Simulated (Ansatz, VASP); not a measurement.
# Sb in VASP and in Ansatz

```xyz
1
Lattice="3.1096 0.0000 0.0000 0.0000 3.1096 0.0000 0.0000 0.0000 3.1096" Properties=species:S:1:pos:R:3 pbc="T T T"
Sb    0.0000    0.0000    1.5548
```

Alike in both runs: functional PBE; k mesh 18 × 18 × 18; occupations gaussian, width 0.1 eV; no spin polarisation.

Ansatz relaxed the structure, and its values are those at the end. VASP's run is a single point on that final structure, the one shown.

```csv
,VASP,Ansatz
version,VASP 6.6.1,Ansatz 0.2.0
potentials or method,"VASP PAW PBE potentials, release 64 (Sb)","scalar-relativistic, plane waves, PAW"
plane-wave cutoff (eV),520,420
valence electrons in the cell,5,15
```

```tsv
	VASP	Ansatz	Ansatz less VASP
gap on the k mesh at the Fermi level (eV)	none	none	-
pressure (GPa)	0.0	0.0	+0.03
```

A gap of «none» marks a metal or a gap that the smearing closes. With one functional, cell and mesh, what is left measures potentials, basis and numerics. The two sets of potentials don't hold the same shells in valence.

Spin-orbit coupling is left out, which matters for the levels of Sb.
